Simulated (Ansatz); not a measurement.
# Ag: single point with PBE

Ag:

```xyz
1
Lattice="-1.6557 1.6557 1.6557 1.6557 -1.6557 1.6557 1.6557 1.6557 -1.6557" Properties=species:S:1:pos:R:3 pbc="T T T"
Ag    0.0000    0.0000    0.0000
```

This isn't the form of Ag at room conditions, which is fcc.

```json
{
  "Program": "Ansatz 0.2.0",
  "Task": "single point",
  "Functional": "PBE",
  "Potentials or basis": "Ansatz PAW",
  "Cutoff": "420 eV (not typed: the program's choice for these potentials)",
  "k mesh": "11 × 11 × 11",
  "Occupations": "gaussian, width 0.021 eV",
  "Spin": "no spin polarisation"
}
```

```
Pressure               : -0.8 GPa
Band gap on the k mesh : none (metal or under the smearing width)
```

Levels at points of the mesh, in eV from the Fermi level:
```csv
k point,band 8,band 9,band 10,band 11,band 12,band 13
"(0.00, 0.00, 0.00)",-4.64,-3.43,-3.43,17.64,17.64,17.64
```

Wall time 0.67 s on 2 threads of Arm Neoverse V1, with other jobs on the host, peak memory 0.26 GiB.
